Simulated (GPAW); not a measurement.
# PtSe2 (Sudovikovite) (P-3m1) in GPAW: a series of runs

One crystal, PtSe2 (Sudovikovite), is run at these levels: M06-L, WC; tasks: band structure.

All numbers are computed with GPAW 26.7.0; they aren't measurements. Logs are shortened: lines on timing, memory, paths and dates and some standing lists are left out, and cuts for length are marked. The log counts tension as positive stress, the text compression.

### 1 The structure

It takes space group P-3m1 (No. 164, trigonal). The conventional cell has a = 3.724 Å, b = 3.724 Å, c = 5.062 Å, α = 90.00°, β = 90.00°, γ = 120.00°. Pt (site symmetry -3m) has 6 Se at 2.49 Å as nearest neighbours. Around Se (site symmetry 3m) lie 3 Pt at 2.49 Å.

### 2 Band structure, M06-L, spin-orbit coupling, no magnetisation

Input file run.py:

```python
import numpy as np
from ase.dft.bandgap import bandgap
from ase.io import read, write
from ase.units import GPa
from gpaw import GPAW, PW
from gpaw.spinorbit import soc_eigenstates

atoms = read('PtSe2.xyz')

calc = GPAW(mode=PW(600),
            xc='M06-L',
            kpts={'size': (6, 6, 4), 'gamma': True},
            occupations={'name': 'fermi-dirac', 'width': 0.05},
            nbands=26,
            convergence={'density': 1e-05, 'energy': 1e-05},
            maxiter=150,
            txt='gpaw.txt')
atoms.calc = calc
energy = atoms.get_potential_energy()
forces = atoms.get_forces()
stress = atoms.get_stress()
calc.write('gs.gpw')
write('result.traj', atoms)
print(f'Energy: {energy:.6f} eV')
print('Forces (eV/A):')
print(forces.round(4))
print('Stress (GPa):', (stress / GPa).round(3))
print('Fermi level:', round(calc.get_fermi_level(), 4), 'eV')
print(f'Gap: {bandgap(calc)[0]:.4f} eV, direct: {bandgap(calc, direct=True)[0]:.4f} eV')

path = atoms.cell.bandpath('GMKGALHA,LM,KH', npoints=100, eps=1e-4)
bs_calc = calc.fixed_density(kpts=path, symmetry='off', nbands=41,
                             convergence={'bands': 'CBM+6.0', 'eigenstates': 1e-6}, txt='bands.txt')
bs = bs_calc.band_structure()
bs.write('bs.json')
print(f'Gap on the path: {bandgap(bs_calc)[0]:.4f} eV')

soc = soc_eigenstates(bs_calc, theta=0, phi=0, ignore_xc_potential=True)
np.savetxt('soc_bands.dat', soc.eigenvalues(), fmt='%.4f')
mesh = soc_eigenstates('gs.gpw', theta=0, phi=0, ignore_xc_potential=True)
np.savetxt('soc_mesh.dat', mesh.eigenvalues(), fmt='%.4f')
print('Fermi level with spin-orbit coupling:', round(mesh.fermi_level, 4), 'eV')
```

Input file PtSe2.xyz:

```xyz
3
Lattice="3.7240000000 0.0000000000 0.0000000000 -1.8620000000 3.2250786037 0.0000000000 0.0000000000 0.0000000000 5.0620000000" Properties=species:S:1:pos:R:3 pbc="T T T"
Pt     0.0000000000      0.0000000000      0.0000000000
Se     1.8620000002      1.0750262011      3.7965000000
Se    -0.0000000002      2.1500524026      1.2655000000
```

Potentials or basis: GPAW PAW data sets (gpaw-data 1.2.1), pw.

The run is started by

```bash
OMP_NUM_THREADS=1 python run.py
```

gpaw.txt:

```text
__  _  _
 | _ |_)|_||  |
 |__||  | ||/\| - 26.7.0

Input parameters:
  mode=PW(ecut=600.0),
  convergence={'density': 1e-05, 'energy': 1e-05},
  kpts=MonkhorstPack(size=(6, 6, 4), gamma=True),
  maxiter=150,
  nbands=26,
  occupations=Occupations(name='fermi-dirac', width=0.05),
  xc=XC(name='M06-L')

Diagonalizing LCAO Hamiltonian
Converting LCAO to pw mode

            Se

        Se

       Pt

Atoms  # Å, Bohr magnetons
|   | symbol |         x |        y |        z |    initial magnetic moments |
|---|--------|-----------|----------|----------|-----------------------------|
| 0 |     Pt |  0.000000 | 0.000000 | 0.000000 | ( 0.0000,  0.0000,  0.0000) |
| 1 |     Se |  1.862000 | 1.075026 | 3.796500 | ( 0.0000,  0.0000,  0.0000) |
| 2 |     Se | -0.000000 | 2.150052 | 1.265500 | ( 0.0000,  0.0000,  0.0000) |

Unit cell  # Å
| periodic |         x |        y |        z |  lengths |     angles |
|----------|-----------|----------|----------|----------|------------|
|      yes |  3.724000 | 0.000000 | 0.000000 | 3.724000 |  90.000000 |
|      yes | -1.862000 | 3.225079 | 0.000000 | 3.724000 |  90.000000 |
|      yes |  0.000000 | 0.000000 | 5.062000 | 5.062000 | 120.000000 |

Number of symmetries: 12
Symmetry operations  # r_c * U_cc + t_c -> r_c
|    | kind |            matrix            |
|----|------|------------------------------|
|  0 |  σ   |  1, 1, 0,  0,-1, 0,  0, 0, 1 |
|  1 |  S6  |  1, 1, 0, -1, 0, 0,  0, 0,-1 |
|  2 |  E   |  1, 0, 0,  0, 1, 0,  0, 0, 1 |
|  3 |  C2  |  1, 0, 0, -1,-1, 0,  0, 0,-1 |
|  4 |  C2  |  0, 1, 0,  1, 0, 0,  0, 0,-1 |
|  5 |  C3  |  0, 1, 0, -1,-1, 0,  0, 0, 1 |
|  6 |  S6  |  0,-1, 0,  1, 1, 0,  0, 0,-1 |
|  7 |  σ   |  0,-1, 0, -1, 0, 0,  0, 0, 1 |
|  8 |  σ   | -1, 0, 0,  1, 1, 0,  0, 0, 1 |
|  9 |  i   | -1, 0, 0,  0,-1, 0,  0, 0,-1 |
| 10 |  C3  | -1,-1, 0,  1, 0, 0,  0, 0, 1 |
| 11 |  C2  | -1,-1, 0,  0, 1, 0,  0, 0,-1 |

BZ-sampling:
  Number of BZ points: 144
  Number of IBZ points: 24

  Monkhorst-Pack size: [6, 6, 4]
  Monkhorst-Pack shift: [0.08333333333333333, 0.08333333333333333, 0.125]

K-points  # in reciprocal-cell coordinates
|     |                                coordinates |     weight |
|-----|--------------------------------------------|------------|
|   0 | (  0.00000000,   0.00000000,   0.00000000) | 0.00694444 |
|   1 | (  0.00000000,   0.00000000,   0.25000000) | 0.01388889 |
|   2 | (  0.00000000,   0.00000000,   0.50000000) | 0.00694444 |
|   3 | (  0.16666667,   0.00000000,  -0.25000000) | 0.04166667 |
|   4 | (  0.16666667,   0.00000000,   0.00000000) | 0.04166667 |
|   5 | (  0.16666667,   0.00000000,   0.25000000) | 0.04166667 |
|   6 | (  0.16666667,   0.00000000,   0.50000000) | 0.04166667 |
|   7 | (  0.33333333,  -0.16666667,   0.00000000) | 0.04166667 |
|   8 | (  0.33333333,  -0.16666667,   0.25000000) | 0.08333333 |
|   9 | (  0.33333333,  -0.16666667,   0.50000000) | 0.04166667 |
| ... |                                            |            |
|  23 | (  0.50000000,   0.50000000,   0.50000000) | 0.02083333 |

Plane wave coefficients: 2051
Cutoff: 600.0 eV

Spin-components: 1 (collinear spins)
Bands:           26
Projectors:      16
Spin-degeneracy: 2
Datatype:        complex128

Parallelization:
  kpt:    1
  domain: 1
  band:   1

Density:
  Valence electrons: 28.0
  Components: 1
  Grid points: [24 24 30]
  Charge: 0.0  # |e|

Potential:
  Grid points: [24 24 30]

species:
  Pt:
    name:    Platinum
    Z:       78.0
    valence: 16
    core:    62
    charge:  0.0  # [|e|]
    compensation charges:
      type: gauss
      rc: 0.41  # [Å]
      lmax: 2
    cutoffs:
      filter: 2.26  # [Å]
      core: 2.26  # [Å]
    projectors
    | kind |    occ | energy [eV] | rcut [Å] |
    |------|--------|-------------|----------|
    |   6s |  1.000 |      -5.628 |    1.307 |
    |   5p |  6.000 |     -56.051 |    1.371 |
    |   6p |  0.000 |      -0.845 |    1.371 |
    |   5d |  9.000 |      -6.153 |    1.307 |
    |    s |        |      21.583 |    1.307 |
    |    d |        |      21.058 |    1.307 |

    Using partial waves for Pt as LCAO basis

  Se:
    name:    Selenium
    Z:       34.0
    valence: 6
    core:    28
    charge:  0.0  # [|e|]
    compensation charges:
      type: gauss
      rc: 0.27  # [Å]
      lmax: 2
    cutoffs:
      filter: 1.77  # [Å]
      core: 2.67  # [Å]
    projectors
    | kind |    occ | energy [eV] | rcut [Å] |
    |------|--------|-------------|----------|
    |   4s |  2.000 |     -17.277 |    0.847 |
    |   4p |  4.000 |      -6.512 |    1.005 |
    |    s |        |       9.935 |    0.847 |
    |    p |        |      20.699 |    1.005 |
    |    d |        |       0.000 |    0.847 |

    Using partial waves for Se as LCAO basis

Reference energy: -632582.427029  # eV

eigensolver:
  PPCG
  Converge bands: occupied
  niter=2

density mixing:
  MSR1-Mixer
  Pratt-step length: 0.05
  Maximum mixing coefficient: 0.75
  Old densities: 10
  SVD Regularization: 0.005
  Good broyden scale: 1.0
  Trust region scale: 1.0
  Backstep threshold: 4.0
  History deletion threshold: 6.0
  Fourier metric: weight=20.0, sigma=0.015

occupation numbers:
  Fermi-Dirac:
    width: 0.0500  # eV

poisson solver:
  ecut: 4800.0  # eV

xc functional:
  name: M06-L with 2 nearest neighbor stencil

convergence criteria:
- Maximum integral of absolute [dens]ity change: 1e-05 electrons / valence electron
- Maximum [total energy] change in last 3 cyles: 1e-05 eV / valence electron
- Maximum integral of absolute [eigenst]ate change: 4e-08 eV^2 / valence electron
maximum number of iterations: 150

SCF iterations
|iter     | |      energy | eigst |  dens |
|---------|-|-------------|-------|-------|
|iter:   1| |-1931.307031 | +2.47 |       |
|iter:   2| |   29.508649 | +1.66 | -0.39 |
|iter:   3| |  -32.143251 | -0.04 | -0.93 |
|iter:   4| |  -31.713945 | -1.78 | -1.10 |
|iter:   5| |  -31.728280 | -2.17 | -1.31 |
|iter:   6| |  -31.804376 | -2.78 | -1.53 |
|iter:   7| |  -31.881304 | -2.34 | -1.63 |
|iter:   8| |  -31.948743 | -2.23 | -1.91 |
|iter:   9| |  -31.987917 | -2.65 | -2.19 |
|iter:  10| |  -32.000101 | -3.35 | -2.34 |
|iter:  11| |  -32.002221 | -3.98 | -2.47 |
|iter:  12| |  -32.015125 | -3.18 | -2.45 |
|iter:  13| |  -32.034745 | -2.93 | -2.70 |
|iter:  14| |  -32.035481 | -3.40 | -2.96 |
|iter:  15| |  -32.034984 | -3.94 | -3.01 |
|iter:  16| |  -32.035065 | -4.15 | -3.27 |
|iter:  17| |  -32.034089 | -4.68 | -3.56 |
|iter:  18| |  -32.034099 | -5.15 | -4.28 |
|iter:  19| |  -32.034050c| -5.88 | -4.39 |
|iter:  20| |  -32.034049c| -6.66 | -4.71 |
|iter:  21| |  -32.034045c| -7.02 | -4.95 |
|iter:  22| |  -32.034045c| -7.74c| -5.28c|

Converged in 22 steps
Energy contributions relative to reference atoms: (reference = -632582.427029)

Energy contributions:
  Kinetic:          31.975585
  Coulomb:         -33.142006
  Zero:              1.319485
  External:          0.000000
  Xc:              -32.185565
  Entropy:          -0.003087
  Spinorbit:         0.000000
  ----------------------------
  Free energy:     -32.035589
  Extrapolated:    -32.034045

dipole moment: (-6.384133, -11.057643, -17.355790)  # |e|*Ang

Fermi level: 8.669
Eigenvalues  # (at kpt = [0.000, 0.000, 0.000])
| band index |      eig [eV] | occ [0-2] |
|------------|---------------|-----------|
|          0 |       -46.756 |     2.000 |
|        ... |               |           |
|          5 |         1.177 |     2.000 |
|          6 |         1.980 |     2.000 |
|          7 |         1.982 |     2.000 |
|          8 |         4.223 |     2.000 |
|          9 |         4.242 |     2.000 |
|         10 |         5.765 |     2.000 |
[... 8 lines left out ...]
|         19 |        16.278 |     0.000 |
|         20 |        20.100 |     0.000 |
|        ... |               |           |
|         25 |        21.376 |     0.000 |

No gap
No difference between direct/indirect transitions

Forces  # eV/Ang
|        x |        y |        z |
|----------|----------|----------|
| -0.00000 | -0.00000 |  0.00000 |  # Pt   0
| -0.00000 |  0.00000 | -0.44797 |  # Se   1
|  0.00000 | -0.00000 |  0.44797 |  # Se   2

Stress tensor  # eV/Ang^3
|         x |         y |         z |
|-----------|-----------|-----------|
| -0.054902 |  0.000000 |  0.000000 |
|  0.000000 | -0.054902 |  0.000000 |
|  0.000000 |  0.000000 | -0.050864 |

# Writing to gs.gpw (mode='')
```

stdout:

```text
Energy: -32.034045 eV
Forces (eV/A):
[[-0.    -0.     0.   ]
 [-0.     0.    -0.448]
 [ 0.    -0.     0.448]]
Stress (GPa): [-8.796 -8.796 -8.149  0.     0.     0.   ]
Fermi level: 8.6689 eV
Gap: 0.0000 eV, direct: 0.0000 eV
Gap on the path: 0.0000 eV
Fermi level with spin-orbit coupling: 8.7218 eV
```

bands.txt:

```text
Diagonalizing LCAO Hamiltonian
Converting LCAO to pw mode
convergence criteria:
- Maximum integral of absolute [eigenst]ate change: 1e-06 eV^2 / valence electron
maximum number of iterations: 150

SCF iterations
|iter     | |      energy | eigst |  dens |
|---------|-|-------------|-------|-------|
[... 105 lines left out ...]
         [0.33333333, 0.33333333, 0.        ],
         [0.33333333, 0.33333333, 0.0625    ],
         [0.33333333, 0.33333333, 0.125     ],
         [0.33333333, 0.33333333, 0.1875    ],
         [0.33333333, 0.33333333, 0.25      ],
         [0.33333333, 0.33333333, 0.3125    ],
         [0.33333333, 0.33333333, 0.375     ],
         [0.33333333, 0.33333333, 0.4375    ],
         [0.33333333, 0.33333333, 0.5       ]])),
  maxiter=150,
  nbands=41,
  occupations=Occupations(name='fermi-dirac', width=0.05),
  symmetry=Symmetry(point_group=False, time_reversal=False),
  xc=XC(name='M06-L')
```

Wall time 7.4 min (1 thread of Arm Neoverse V1, shared host); peak memory 0.56 GiB.

What came out:

```yaml
Free_energy: -32.0356 eV
Pressure: 8.6 GPa
Largest_force: 0.448 eV/Å
Band_gap_along_the_path: none (metal or under the smearing width)
```

Forces in eV/Å, atoms in the order of the input:
```
Pt   0.000  0.000  0.000
Se   0.000  0.000 -0.448
Se   0.000  0.000  0.448
```

Stress tensor (GPa, compression positive):
```
8.80 0.00 0.00
0.00 8.80 0.00
0.00 0.00 8.15
```

Levels at the corners of the path, in eV from the Fermi level:
```csv
point,band 24,band 25,band 26,band 27,band 28,band 29,band 30,band 31,band 32,band 33
Γ,-1.61,-1.02,-1.02,0.29,0.29,1.49,1.49,1.62,1.62,3.49
M,-3.64,-3.59,-3.59,-2.98,-2.98,0.73,0.73,2.40,2.40,4.84
K,-2.91,-2.21,-2.21,-2.05,-2.05,0.04,0.04,0.18,0.18,4.21
Γ,-1.61,-1.02,-1.02,0.29,0.29,1.49,1.49,1.62,1.62,3.49
A,-1.89,-1.89,-1.89,-1.44,-1.44,2.31,2.31,2.39,2.39,4.74
L,-3.24,-3.15,-3.15,-1.54,-1.54,1.08,1.08,1.66,1.66,4.50
H,-4.00,-2.88,-2.88,-2.71,-2.71,1.99,1.99,2.08,2.08,6.98
A,-1.89,-1.89,-1.89,-1.44,-1.44,2.31,2.31,2.39,2.39,4.74
L,-3.24,-3.15,-3.15,-1.54,-1.54,1.08,1.08,1.66,1.66,4.50
M,-3.64,-3.59,-3.59,-2.98,-2.98,0.73,0.73,2.40,2.40,4.84
K,-2.91,-2.21,-2.21,-2.05,-2.05,0.04,0.04,0.18,0.18,4.21
H,-4.00,-2.88,-2.88,-2.71,-2.71,1.99,1.99,2.08,2.08,6.98
```

Caveat: spin-orbit coupling was added after a scalar SCF, so levels and gaps hold it while energy, forces, pressure and moments don't; this program's spin-orbit splittings come out too wide for heavy elements; the PAW data sets were made with another functional, which shifts forces and pressure a little.

### 3 Band structure, WC, spin-orbit coupling, no magnetisation

run.py: that of step 2 with these lines changed.

```diff
@@ -4,9 +4,11 @@
 from ase.units import GPa
-from gpaw import GPAW, PW
+from gpaw import GPAW, PW, setup_paths
 from gpaw.spinorbit import soc_eigenstates
 
-atoms = read('PtSe2.xyz')
+setup_paths.insert(0, '.')
+
+atoms = read('PtSe2.cif')
 
 calc = GPAW(mode=PW(600),
-            xc='M06-L',
+            xc='WC',
             kpts={'size': (6, 6, 4), 'gamma': True},
@@ -37,5 +39,5 @@
 
-soc = soc_eigenstates(bs_calc, theta=0, phi=0, ignore_xc_potential=True)
+soc = soc_eigenstates(bs_calc, theta=0, phi=0)
 np.savetxt('soc_bands.dat', soc.eigenvalues(), fmt='%.4f')
-mesh = soc_eigenstates('gs.gpw', theta=0, phi=0, ignore_xc_potential=True)
+mesh = soc_eigenstates('gs.gpw', theta=0, phi=0)
 np.savetxt('soc_mesh.dat', mesh.eigenvalues(), fmt='%.4f')
```

Input file PtSe2.cif:

```cif
data_PtSe2
_cell_length_a 3.72400000
_cell_length_b 3.72400000
_cell_length_c 5.06200000
_cell_angle_alpha 90.00000000
_cell_angle_beta 90.00000000
_cell_angle_gamma 120.00000000
_space_group_name_H-M_alt 'P-3m1'
_space_group_name_Hall '-P 3 2"'
_space_group_IT_number 164
loop_
_space_group_symop_operation_xyz
'x,y,z'
'-x,-y,-z'
'-y,x-y,z'
'y,-x+y,-z'
'-x+y,-x,z'
'x-y,x,-z'
'y,x,-z'
'-y,-x,z'
'x-y,-y,-z'
'-x+y,y,z'
'-x,-x+y,-z'
'x,x-y,z'
loop_
_atom_site_label
_atom_site_type_symbol
_atom_site_symmetry_multiplicity
_atom_site_Wyckoff_symbol
_atom_site_fract_x
_atom_site_fract_y
_atom_site_fract_z
_atom_site_occupancy
Pt1 Pt 1 a 0.0000000000 0.0000000000 0.0000000000 1
Se1 Se 2 d 0.6666666667 0.3333333333 0.7500000000 1
```

Potentials or basis: PAW data sets generated in the run's folder for this functional, pw.

The run is started by

```bash
gpaw-setup -f WC Pt Se
OMP_NUM_THREADS=1 python run.py
```

gpaw.txt:

```text
__  _  _
 | _ |_)|_||  |
 |__||  | ||/\| - 26.7.0

Input parameters:
  mode=PW(ecut=600.0),
  convergence={'density': 1e-05, 'energy': 1e-05},
  kpts=MonkhorstPack(size=(6, 6, 4), gamma=True),
  maxiter=150,
  nbands=26,
  occupations=Occupations(name='fermi-dirac', width=0.05),
  xc=XC(name='WC')

Diagonalizing LCAO Hamiltonian
Converting LCAO to pw mode

            Se

        Se

       Pt

Atoms  # Å, Bohr magnetons
|   | symbol |         x |        y |        z |    initial magnetic moments |
|---|--------|-----------|----------|----------|-----------------------------|
| 0 |     Pt |  0.000000 | 0.000000 | 0.000000 | ( 0.0000,  0.0000,  0.0000) |
| 1 |     Se |  1.862000 | 1.075026 | 3.796500 | ( 0.0000,  0.0000,  0.0000) |
| 2 |     Se | -0.000000 | 2.150052 | 1.265500 | ( 0.0000,  0.0000,  0.0000) |

Unit cell  # Å
| periodic |         x |        y |        z |  lengths |     angles |
|----------|-----------|----------|----------|----------|------------|
[... 166 lines left out ...]

Converged in 11 steps
Energy contributions relative to reference atoms: (reference = -632521.185321)

Energy contributions:
  Kinetic:           7.201112
  Coulomb:          -8.705890
  Zero:             -0.529240
  External:          0.000000
  Xc:              -13.919257
  Entropy:          -0.007874
  Spinorbit:         0.000000
  ----------------------------
  Free energy:     -15.961149
  Extrapolated:    -15.957212

dipole moment: (-6.427504, -11.132764, -17.473698)  # |e|*Ang

Fermi level: 8.190
Eigenvalues  # (at kpt = [0.000, 0.000, 0.000])
| band index |      eig [eV] | occ [0-2] |
|------------|---------------|-----------|
|          0 |       -45.676 |     2.000 |
|        ... |               |           |
|          5 |         1.010 |     2.000 |
|          6 |         1.741 |     2.000 |
|          7 |         1.741 |     2.000 |
|          8 |         4.192 |     2.000 |
|          9 |         4.193 |     2.000 |
|         10 |         5.645 |     2.000 |
[... 8 lines left out ...]
|         19 |        15.487 |     0.000 |
|         20 |        19.952 |     0.000 |
|        ... |               |           |
|         25 |        20.752 |     0.000 |

No gap
No difference between direct/indirect transitions

Forces  # eV/Ang
|       x |        y |        z |
|---------|----------|----------|
| 0.00000 |  0.00000 |  0.00000 |  # Pt   0
| 0.00000 | -0.00000 | -0.44511 |  # Se   1
| 0.00000 | -0.00000 |  0.44511 |  # Se   2

Stress tensor  # eV/Ang^3
|         x |         y |         z |
|-----------|-----------|-----------|
| -0.020943 |  0.000000 |  0.000000 |
|  0.000000 | -0.020943 |  0.000000 |
|  0.000000 |  0.000000 | -0.010616 |

# Writing to gs.gpw (mode='')
```

stdout:

```text
Energy: -15.957212 eV
Forces (eV/A):
[[ 0.      0.      0.    ]
 [ 0.     -0.     -0.4451]
 [ 0.     -0.      0.4451]]
Stress (GPa): [-3.355 -3.355 -1.701  0.     0.     0.   ]
Fermi level: 8.1896 eV
Gap: 0.0000 eV, direct: 0.0000 eV
Gap on the path: 0.0000 eV
Fermi level with spin-orbit coupling: 8.2601 eV
```

Run time: 1.9 min. Hardware: 1 thread of Arm Neoverse V1, shared host; peak memory 0.42 GiB.

What came out:

| Item | Value |
| --- | --- |
| Free energy | -15.9611 eV |
| Pressure | 2.8 GPa |
| Largest force | 0.445 eV/Å |
| Band gap along the path | none (metal or under the smearing width) |

Forces in eV/Å, atoms in the order of the input:
```
Pt   0.000  0.000  0.000
Se   0.000  0.000 -0.445
Se   0.000  0.000  0.445
```

Stress tensor (GPa, compression positive):
```
3.36 0.00 0.00
0.00 3.36 0.00
0.00 0.00 1.70
```

Levels at the corners of the path, in eV from the Fermi level:
```
point  band 24  band 25  band 26  band 27  band 28  band 29  band 30  band 31  band 32  band 33
    Γ    -1.42    -0.81    -0.81     0.40     0.40     1.37     1.37     1.49     1.49     3.47
    M    -3.41    -3.25    -3.25    -2.75    -2.74     0.64     0.64     2.31     2.31     4.72
    K    -2.72    -1.94    -1.94    -1.72    -1.72    -0.08    -0.08     0.08     0.08     4.02
    Γ    -1.42    -0.81    -0.81     0.40     0.40     1.37     1.37     1.49     1.49     3.47
    A    -1.74    -1.68    -1.68    -1.28    -1.28     2.23     2.23     2.31     2.31     4.59
    L    -2.93    -2.89    -2.89    -1.35    -1.35     0.95     0.95     1.49     1.49     4.52
    H    -3.63    -2.54    -2.54    -2.32    -2.31     1.92     1.92     2.01     2.01     6.54
    A    -1.74    -1.68    -1.68    -1.28    -1.28     2.23     2.23     2.31     2.31     4.59
    L    -2.93    -2.89    -2.89    -1.35    -1.35     0.95     0.95     1.49     1.49     4.52
    M    -3.41    -3.25    -3.25    -2.75    -2.74     0.64     0.64     2.31     2.31     4.72
    K    -2.72    -1.94    -1.94    -1.72    -1.72    -0.08    -0.08     0.08     0.08     4.02
    H    -3.63    -2.54    -2.54    -2.32    -2.31     1.92     1.92     2.01     2.01     6.54
```

Caveat: spin-orbit coupling was added after a scalar SCF, so levels and gaps hold it while energy, forces, pressure and moments don't; this program's spin-orbit splittings come out too wide for heavy elements.
